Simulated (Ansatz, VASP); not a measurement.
# Two plane-wave programs on Zn

The input INCAR:

```
PREC     = Accurate       # precision mode
ENCUT    = 520            # plane-wave cutoff, eV
EDIFF    = 1E-7           # SCF threshold, eV
ISMEAR   = -1             # smearing method
SIGMA    = 0.05           # smearing width, eV
LREAL    = F              # projectors in reciprocal space
LASPH    = T              # aspherical terms in the spheres
NELM     = 100            # most SCF steps
ALGO     = Normal         # electronic algorithm
ISIF     = 2              # what is computed and relaxed
LWAVE    = F              # write WAVECAR
LCHARG   = F              # write CHGCAR
GGA      = PE             # functional
NBANDS   = 12             # bands
```

KPOINTS

```
Automatic mesh
0
Gamma
  12 12 12
```

File POSCAR:

```
Zn
1.0
   -1.5896845915      1.5896845915      1.5896845915
    1.5896845915     -1.5896845915      1.5896845915
    1.5896845915      1.5896845915     -1.5896845915
Zn
1
Direct
    0.0000000000      0.0000000000      0.0000000000
```

input.yaml

```yaml
crystal:
  lattice:
    - [-1.5896845915, 1.5896845915, 1.5896845915]
    - [1.5896845915, -1.5896845915, 1.5896845915]
    - [1.5896845915, 1.5896845915, -1.5896845915]
  atoms:
    - { symbol: Zn, position: [0.0, 0.0, 0.0] }
hamiltonian:
  xc: pbe
  pseudopotentials: { kind: paw }
kpoints:
  mp_grid: { grid: [12, 12, 12] }
scf:
  occupations: { method: fermi_dirac, width: 0.05 }
output:
  forces: true
  stress: true
  eigenvalues: true
  write_density: true
  write_potential: true
  elf: true
  volumetric_format: npy
```

Change from the starting cell: volume scaled by 1.04.

Alike in both runs: task single point; functional PBE; k mesh 12 × 12 × 12; occupations fermi-dirac, width 0.05 eV; no spin polarisation.

```csv
,VASP,Ansatz
version,VASP 6.6.1,Ansatz 0.2.0
potentials or method,"VASP PAW PBE potentials, release 64 (Zn)",Ansatz PAW
plane-wave cutoff (eV),520,420
valence electrons in the cell,12,12
```

```tsv
	VASP	Ansatz	Ansatz less VASP
gap on the k mesh at the Fermi level (eV)	none	none	-
pressure (GPa)	-2.2	-2.5	-0.23
```

A gap of «none» marks a metal or a gap that the smearing closes. With one functional, cell and mesh, what is left measures potentials, basis and numerics.
